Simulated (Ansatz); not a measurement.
# TePb (Fm-3m) in Ansatz: notebook

The runs below take TePb through elastic constants, single point, equation of state, with r2SCAN, rPW86-PBE+rVV10.

Program: Ansatz 0.2.0. These are calculated values, not measurements. Logs are shortened: lines on timing, memory, paths and dates and some standing lists are left out, and cuts for length are marked.

**Measured values to compare with.**

A printed reference work, monograph reports, for a bulk crystal of TePb at 4.2 K: band gap 0.19 eV (direct).

How close the calculation comes is told below.

## 1. Starting point

It takes space group Fm-3m (No. 225, cubic). The conventional cell has a = 6.462 Å, b = 6.462 Å, c = 6.462 Å, α = 90.00°, β = 90.00°, γ = 90.00°. Around Pb (site symmetry m-3m) lie 6 Te at 3.23 Å. Around Te (site symmetry m-3m) lie 6 Pb at 3.23 Å.

## 2. Elastic constants, r2SCAN

Input file input.yaml:

```yaml
crystal:
  lattice:
    - [0.0, 3.231, 3.231]
    - [3.231, 0.0, 3.231]
    - [3.231, 3.231, 0.0]
  atoms:
    - { symbol: Pb, position: [0.0, 0.0, 0.0] }
    - { symbol: Te, position: [0.5, 0.5, 0.5] }
hamiltonian:
  xc: r2scan
  pseudopotentials: { kind: paw }
kpoints:
  mp_grid: { grid: [6, 6, 6] }
scf:
  occupations: { method: fixed }
output:
  forces: true
  stress: true
elastic:
  mode: relaxed_ion
  stencil: two_point
```

Potentials or basis: Ansatz PAW.

On the command line:

```console
ansatz run input.yaml --threads 2 --pin off --max-ram 5120MiB --backend cpu --events-out ev --progress --plain --runs-dir out
```

The log of the run:

```text
Warning: RAYON_NUM_THREADS=2 ignored (pool sized by the plan → 2); use --threads N
Engine: ansatz 0.2.0, aarch64-unknown-linux-gnu
Pseudopotentials: kind: paw
Pseudopotential: Pb, paw, valence charge 14, recommended cutoff 500 eV (meta_gga), Pb.paw.azcp
Pseudopotential: Te, paw, valence charge 16, recommended cutoff 500 eV (meta_gga), Te.paw.azcp
Functional definition: r2SCAN
  parameter k0 = 0.174
  parameter k1 = 0.065
  parameter a1 = 4.9479
  exchange = r2scan_x(k0 = k0, k1 = k1, a1 = a1)
  correlation = r2scan_c
Crystal: 2 atoms, lattice volume = 67.459 Å³
Basis set: ecut = 500 eV, 1687 PW (Γ), exchange–correlation on 144×144×144 points (64 copies of the dense FFT grid, shifted against one another)
Bands: 19, of which v1, the nominal top of the filled ones, is band 15 counted from 1 (14 counted from 0)
Symmetry: 48 space group operations
Space group: Fm-3m (ITA 225), of the structure as read, at distance tolerance 4.1e-5 Å
k-points: 16 of 216
Non-local potential: Pb, projectors of the file, l = 0: 2, l = 1: 2, l = 2: 2, l = 3: 2
Non-local potential: Te, projectors of the file, l = 0: 2, l = 1: 2, l = 2: 2, l = 3: 2
PAW form: soft (Blöchl's): semilocal exchange-correlation on the pseudo side does not see the compensation charge
PAW frozen core: Pb, regenerated for the run's functional (the file was generated under x = pbe(κ = 0.804, μ = 0.2195149727645171), c = pbe(β = 0.06672455060314922))
PAW frozen core: Te, regenerated for the run's functional (the file was generated under x = pbe(κ = 0.804, μ = 0.2195149727645171), c = pbe(β = 0.06672455060314922))
PAW one-centre angular grid: Pb, 590 points (default); XC on 160 Gauss nodes
PAW one-centre angular grid: Te, 590 points (default); XC on 160 Gauss nodes
Initial density: superposition of atomic densities (neutral atoms: chi_scale 0, normalization atom), corrected by the library's trained network
Initial wavefunctions: pseudopotential atomic-orbital guess
Functional: x = r2scan, c = r2scan; τ floored in thin density (d = 2e-4 eV/Å³)
SCF iter   1: F=—  HF=-18916.673315 eV  |F-HF|=—  |Δ(HF+E_count)|=         —  Δρ=4.95e-3  dr2=1.17e-2  dr2_τ=9.51e-4  ethr=1.77e-3  ⟨swp⟩=5.0  Hψ=1301  notcnv=0  defer=26
preconditioner: auto → none  [insulator: Δε(μ)=1.001 eV  Ē_g=15.517 eV  n_scr=14 (ndim 8)  ℏωp=20.2 eV  f_vac=0.014  ε∞_Penn≈2.7]
SCF iter   2: F=—  HF=-18916.675853 eV  |F-HF|=—  |Δ(HF+E_count)|=   2.54e-3  Δρ=1.37e-3  dr2=1.21e-3  dr2_τ=9.18e-5  ethr=3.91e-5  ⟨swp⟩=2.9  Hψ=652  notcnv=0  defer=27
SCF iter   3: F=—  HF=-18916.676073 eV  |F-HF|=—  |Δ(HF+E_count)|=   2.20e-4  Δρ=4.96e-4  dr2=9.15e-5  dr2_τ=8.65e-6  ethr=4.03e-6  ⟨swp⟩=3.1  Hψ=584  notcnv=0  defer=26
SCF iter   4: F=—  HF=-18916.676121 eV  |F-HF|=—  |Δ(HF+E_count)|=   4.77e-5  Δρ=1.77e-4  dr2=1.47e-5  dr2_τ=2.70e-7  ethr=3.05e-7  ⟨swp⟩=2.0  Hψ=543  notcnv=0  defer=26
SCF iter   5: F=—  HF=-18916.676129 eV  |F-HF|=—  |Δ(HF+E_count)|=   8.01e-6  Δρ=4.76e-5  dr2=1.05e-6  dr2_τ=2.28e-8  ethr=4.90e-8  ⟨swp⟩=2.1  Hψ=396  notcnv=0  defer=12
SCF iter   6: F=—  HF=-18916.676124 eV  |F-HF|=—  |Δ(HF+E_count)|=   4.48e-6  Δρ=7.65e-6  dr2=2.47e-8  dr2_τ=6.78e-10  ethr=3.49e-9  ⟨swp⟩=2.0  Hψ=370  notcnv=0  defer=1
SCF iter   7: F=—  HF=-18916.676124 eV  |F-HF|=—  |Δ(HF+E_count)|=   8.21e-9  Δρ=1.91e-6  dr2=2.47e-9  dr2_τ=6.42e-11  ethr=8.24e-11  ⟨swp⟩=2.0  Hψ=544  notcnv=0  defer=1
SCF iter   8: F=—  HF=-18916.676124 eV  |F-HF|=—  |Δ(HF+E_count)|=  3.27e-10  Δρ=3.81e-7  dr2=8.74e-11  dr2_τ=1.60e-12  ethr=8.24e-12  ⟨swp⟩=2.0  Hψ=536  notcnv=0  defer=1
SCF iter   9: F=—  HF=-18916.676124 eV  |F-HF|=—  |Δ(HF+E_count)|=  1.46e-11  Δρ=3.21e-8  dr2=5.61e-13  dr2_τ=2.06e-14  ethr=2.91e-13 (applied; sched 1.00e-12)  ⟨swp⟩=2.0  Hψ=544  notcnv=0  defer=1
SCF iter  10: F=-18916.676124 eV  HF=-18916.676124 eV  |F-HF|=1.09e-11  |Δ(HF+E_count)|=  7.28e-12  Δρ=2.22e-9  dr2=2.40e-15  dr2_τ=2.39e-16  ethr=1.00e-12  ⟨swp⟩=7.2  Hψ=1631  notcnv=0
SCF 1 converged in 10 iterations: F = -18916.676124 eV  dr2 = 2.40e-15
Initial density: handed on by an earlier stage of this run
Initial wavefunctions: those handed on with the density
iter 1 solved again at ethr=1.00e-12 eV; its pass at ethr=3.10e-3 eV (dr2=3.87e-14 eV) is discarded
SCF iter   1: F=—  HF=-18916.676124 eV  |F-HF|=—  |Δ(HF+E_count)|=         —  Δρ=2.34e-9  dr2=2.61e-15  dr2_τ=2.37e-16  ethr=1.00e-12  ⟨swp⟩=2.1  Hψ=1396  notcnv=0
preconditioner: auto → none  [insulator: Δε(μ)=1.017 eV  Ē_g=15.469 eV  n_scr=14 (ndim 8)  ℏωp=20.2 eV  f_vac=0.015  ε∞_Penn≈2.7]
[... 34 lines left out ...]
SCF iter   3: F=—  HF=-18916.676109 eV  |F-HF|=—  |Δ(HF+E_count)|=   1.02e-7  Δρ=5.32e-6  dr2=1.80e-8  dr2_τ=1.05e-9  ethr=1.75e-9  ⟨swp⟩=2.0  Hψ=1208  notcnv=0  defer=74
SCF iter   4: F=—  HF=-18916.676109 eV  |F-HF|=—  |Δ(HF+E_count)|=   5.86e-9  Δρ=1.71e-6  dr2=1.32e-9  dr2_τ=2.90e-11  ethr=6.01e-11  ⟨swp⟩=2.0  Hψ=1100  notcnv=0  defer=74
SCF iter   5: F=—  HF=-18916.676109 eV  |F-HF|=—  |Δ(HF+E_count)|=   1.68e-9  Δρ=2.74e-7  dr2=4.64e-11  dr2_τ=1.35e-12  ethr=4.41e-12  ⟨swp⟩=2.0  Hψ=1231  notcnv=0  defer=74
SCF iter   6: F=—  HF=-18916.676109 eV  |F-HF|=—  |Δ(HF+E_count)|=  2.18e-11  Δρ=1.12e-7  dr2=8.02e-12  dr2_τ=3.03e-13  ethr=1.55e-13 (applied; sched 1.00e-12)  ⟨swp⟩=2.2  Hψ=1323  notcnv=0  defer=74
SCF iter   7: F=—  HF=-18916.676109 eV  |F-HF|=—  |Δ(HF+E_count)|=  7.28e-12  Δρ=3.02e-8  dr2=6.22e-13  dr2_τ=1.86e-14  ethr=2.67e-14 (applied; sched 1.00e-12)  ⟨swp⟩=2.1  Hψ=1020  notcnv=0  defer=74
SCF iter   8: F=-18916.676109 eV  HF=-18916.676109 eV  |F-HF|=3.64e-12  |Δ(HF+E_count)|=  7.28e-12  Δρ=1.17e-8  dr2=9.08e-14  dr2_τ=2.16e-15  ethr=1.00e-12  ⟨swp⟩=5.0  Hψ=3088  notcnv=0
SCF 5 converged in 8 iterations: F = -18916.676109 eV  dr2 = 9.08e-14
iter 1 solved again at ethr=1.74e-12 eV; its pass at ethr=3.10e-3 eV (dr2=5.21e-10 eV) is discarded
SCF iter   1: F=—  HF=-18916.676109 eV  |F-HF|=—  |Δ(HF+E_count)|=         —  Δρ=6.26e-6  dr2=5.03e-10  dr2_τ=2.63e-10  ethr=1.74e-12  ⟨swp⟩=3.0  Hψ=4667  notcnv=0  defer=48
preconditioner: auto → none  [insulator: Δε(μ)=1.006 eV  Ē_g=15.469 eV  n_scr=14 (ndim 8)  ℏωp=20.2 eV  f_vac=0.015  ε∞_Penn≈2.7]
SCF iter   2: F=—  HF=-18916.676109 eV  |F-HF|=—  |Δ(HF+E_count)|=   2.29e-7  Δρ=3.13e-6  dr2=1.26e-10  dr2_τ=1.69e-9  ethr=1.68e-12  ⟨swp⟩=2.0  Hψ=1302  notcnv=0  defer=48
SCF iter   3: F=—  HF=-18916.676109 eV  |F-HF|=—  |Δ(HF+E_count)|=   6.15e-8  Δρ=2.78e-7  dr2=3.42e-11  dr2_τ=1.06e-11  ethr=4.20e-13 (applied; sched 1.00e-12)  ⟨swp⟩=2.0  Hψ=1305  notcnv=0  defer=48
SCF iter   4: F=—  HF=-18916.676109 eV  |F-HF|=—  |Δ(HF+E_count)|=  3.71e-10  Δρ=7.16e-8  dr2=9.57e-13  dr2_τ=6.56e-13  ethr=1.14e-13 (applied; sched 1.00e-12)  ⟨swp⟩=2.0  Hψ=1104  notcnv=0  defer=48
SCF iter   5: F=-18916.676109 eV  HF=-18916.676109 eV  |F-HF|=7.28e-12  |Δ(HF+E_count)|=  2.91e-11  Δρ=1.10e-8  dr2=4.98e-14  dr2_τ=4.32e-15  ethr=1.00e-12  ⟨swp⟩=3.7  Hψ=3807  notcnv=0
SCF 6 converged in 5 iterations: F = -18916.676109 eV  dr2 = 4.98e-14
SCF converged after 2 iterations
Free energy (F): -18916.676124 eV
Harris-Foulkes:  -18916.676124 eV  (|F-HF|=7.28e-12)
Internal energy: -18916.676124 eV  (E = F + TS)
E sigma→0 (E₀):  -18916.676124 eV
Fermi energy:    8.595176 eV
--- Per-component energies (eV) ---
  E_band       = -337.325525
  E_kinetic    = 467.653944
  E_local      = -2387.747159  (includes V_loc(G=0)·N_el)
  E_nonlocal   = 40.584703
  E_hartree    = 1257.160002
  E_xc         = -324.086921
  E_vxc        = -257.326805  (∫ρ·V_xc dr)
  E_paw        = -15118.571865  (= ΣΔE_a)
  E_vpaw       = -732.110457  (= ΣTr[D̂ρ^β])
  E_aug_tail   = -0.000021  (compensation charges beyond the density's cutoff)
  E_vtau       = 17.300267  (kinetic-family band-sum trace: ∫τ·v_τ [+ j·A + Jᵃ·Aᵃ] dr)
  E_ewald      = -2852.919164
  E_core_change = 1.250358  (= ΣΔE_core)
  E_smearing   = -0.000000  (= −TS)
  E_closure    = 0.000000  (closes the sum)
  Σ components = -18916.676124   (vs F -18916.676124, Δ=0.00e0)
--- Forces (eV/Å), atoms counted from 1 ---
  atom   1  Pb     0.00000000    -0.00000000     0.00000000
  atom   2  Te     0.00000000    -0.00000000    -0.00000000
  max |Σ_I F_I| component: 4.43e-29 eV/Å
--- Stress (GPa, compression-positive) ---
        1.547936       0.000000      -0.000000
        0.000000       1.547936       0.000000
       -0.000000       0.000000       1.547936
  P = ⅓ Tr σ = 1.5479 GPa (15.479 kbar)
--- Band table (eV; the first three rows and the last of 16) ---
  k-point 0: bands = ["-28.4149", "-28.4149", "-28.4071", "-28.4071", "-28.4071", "-8.8347", "-8.8347", "-8.8276", "-8.8276", "-8.8276", "-3.9328", "2.9666", "7.0840", "7.0840", "7.0840", "12.9330", "12.9330", "12.9330", "14.7829"]
  k-point 1: bands = ["-28.4149", "-28.4149", "-28.4070", "-28.4070", "-28.4070", "-8.8388", "-8.8388", "-8.8270", "-8.8237", "-8.8237", "-3.6845", "2.1450", "7.1621", "7.1621", "7.5588", "11.7631", "11.9473", "11.9473", "14.6324"]
  k-point 2: bands = ["-28.4148", "-28.4148", "-28.4069", "-28.4067", "-28.4067", "-8.8481", "-8.8481", "-8.8259", "-8.8148", "-8.8148", "-3.0064", "0.6243", "7.3871", "7.3871", "8.2241", "10.3105", "10.5994", "10.5994", "15.6212"]
  k-point 15: bands = ["-28.4151", "-28.4145", "-28.4070", "-28.4064", "-28.4061", "-8.8906", "-8.8336", "-8.8289", "-8.8112", "-8.8019", "-2.0343", "0.5221", "4.2352", "5.0676", "7.2380", "11.6162", "13.2279", "14.9772", "15.0057"]
--- Elastic constants: 2 strain directions × 2 members + reference (group order 48) ---
  dense FFT box of the reference and of every strained cell: 36×36×36
  strains applied: 11, 23; error gains: componentwise 1.00 (the most a stress slope's error grows in a printed constant), spectral 1.73 (1 for all six strains in a standard setting)
  C = ∂σ_k/∂η_j (tension-positive GPa; Voigt order 11 22 33 23 13 12):
       132.764      7.353      7.353     -0.000     -0.000     -0.000
         7.353    132.764      7.353     -0.000     -0.000     -0.000
         7.353      7.353    132.764     -0.000      0.000     -0.000
         0.000     -0.000     -0.000     15.288     -0.000      0.000
        -0.000      0.000     -0.000     -0.000     15.288      0.000
         0.000     -0.000     -0.000      0.000     -0.000     15.288
  reference stress σ⁰ (GPa):     -1.548     -1.548     -1.548      0.000      0.000     -0.000
  C* (energy form; C + prestress term) asymmetry max|C*_kj − C*_jk| = 2.665e-15 GPa — a small one proves nothing (zero by symmetry where the batch's group is 432, −43m or m−3m); a large one is finite-difference/SCF noise where every solve meets its electron count
  moduli (Voigt/Reuss/Hill, GPa): K = 49.16/49.16/49.16   G = 34.26/21.92/28.09   E = 70.78   ν = 0.260
  mechanically stable: yes (min eigenvalue of sym C = 15.29 GPa)
  strain η (Voigt 11):  stress-route row diagonal C_11 = 132.76 GPa, energy-path curvature d²(F+E_count+ΔE)/dδ²/Ω₀ = 132.74 GPa
         δ    σ_11 (GPa)             F (eV)   n_scf  n_hpsi   n_pw
    -2.000e-3      -1.8169      -18916.6747071       8   10811   1725   relax 0 steps, max|allowed force component| 1.26e-29 eV/Å
     2.000e-3      -1.2858      -18916.6773175       6    9406   1736   relax 0 steps, max|allowed force component| 3.31e-29 eV/Å
  strain η (Voigt 23):  stress-route row diagonal C_44 = 15.29 GPa, energy-path curvature d²(F+E_count+ΔE)/dδ²/Ω₀ = 16.06 GPa
         δ    σ_23 (GPa)             F (eV)   n_scf  n_hpsi   n_pw
    -2.000e-3      -0.0306      -18916.6761089       8   16053   1731   relax 0 steps, max|allowed force component| 1.56e-29 eV/Å
     2.000e-3       0.0306      -18916.6761089       5   13025   1731   relax 0 steps, max|allowed force component| 7.10e-29 eV/Å
```

It took 16 s on 2 threads of Arm Neoverse V2, shared host; peak memory 0.6 GiB.

Results:

* Free energy: -18916.6761 eV
* Pressure: 1.5 GPa
* Band gap on the k mesh: 1.02 eV, direct
* Elastic constants C11, C12, C44: 133, 7, 15 GPa
* Voigt bulk modulus: 49 GPa

Levels at points of the mesh, in eV from the valence-band top:
```
             k point  band 11  band 12  band 13  band 14  band 15  band 16  band 17  band 18  band 19
  (0.00, 0.00, 0.00)   -12.53    -5.63    -1.51    -1.51    -1.51     4.34     4.34     4.34     6.19
 (0.00, 0.00, -0.50)   -11.02    -8.89    -1.03    -1.03     0.00     1.02     1.41     1.41     8.93
(0.00, -0.50, -0.50)   -10.75    -7.49    -4.70    -2.98    -2.98     3.58     5.81     5.81     7.16
```

Elastic tensor in Voigt notation (GPa, in the Cartesian axes of the cell as first typed):
```
133   7   7   0   0   0
  7 133   7   0   0   0
  7   7 133   0   0   0
  0   0   0  15   0   0
  0   0   0   0  15   0
  0   0   0   0   0  15
```

Caveat: spin-orbit coupling is left out, which as a rule narrows the gap of such compounds by several tenths of an eV; the PAW data sets come from PBE, with cores solved anew for the run's functional, which leaves a small shift of forces and pressure.

(Part 1 of 2 ends here.)
